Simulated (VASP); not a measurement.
C: single point with LDA

Crystal: C.

```
C
1.0
     2.48330    0.00000    0.00000
    -1.24165    2.15060    0.00000
     0.00000    0.00000    4.13619
C
4
Direct
  0.33333 0.66667 0.06283
  0.66667 0.33333 0.56283
  0.66667 0.33333 0.93717
  0.33333 0.66667 0.43717
```

The cell was built by a generator and needn't be a form met in nature.

* Program: VASP 6.6.1
* Task: single point
* Functional: LDA
* Potentials or basis: VASP PAW LDA potentials, release 64 (C)
* Cutoff: 520 eV
* k mesh: 12 × 12 × 8
* Occupations: gaussian, width 0.01 eV
* Spin: no spin polarisation

The pressure is 1.6 GPa. The largest force is 0.005 eV/Å and the band gap on the k mesh is 3.01 eV, indirect (least direct gap 4.97 eV).

Forces on the atoms (eV/Å):
```
C    0.000  0.000  0.005
C    0.000  0.000  0.005
C    0.000  0.000 -0.005
C    0.000  0.000 -0.005
```

Levels at points of the mesh, in eV from the valence-band top:
| k point | band 4 | band 5 | band 6 | band 7 | band 8 | band 9 | band 10 | band 11 | band 12 | band 13 |
| --- | --- | --- | --- | --- | --- | --- | --- | --- | --- | --- |
| (0.00, 0.00, 0.00) | -3.15 | -3.15 | -0.52 | 0.00 | 0.00 | 4.97 | 4.97 | 5.35 | 8.64 | 9.62 |
| (0.50, 0.00, 0.00) | -10.11 | -9.47 | -6.62 | -6.16 | -3.21 | 4.52 | 7.93 | 8.32 | 8.45 | 11.48 |
| (0.00, 0.00, 0.50) | -7.14 | -1.89 | -1.89 | -1.89 | -1.89 | 7.29 | 7.29 | 7.29 | 7.29 | 7.89 |
| (0.50, 0.00, 0.50) | -13.21 | -5.22 | -5.22 | -4.92 | -4.92 | 5.93 | 5.93 | 6.63 | 6.63 | 12.62 |

Run time: 38 s on 1 thread of Intel(R) Xeon(R) Platinum 8488C (Sapphire Rapids), on a shared host, peak memory 0.12 GiB.

A k mesh can miss the band edges. A hybrid or GW would open this gap; LDA tends to underestimate it.
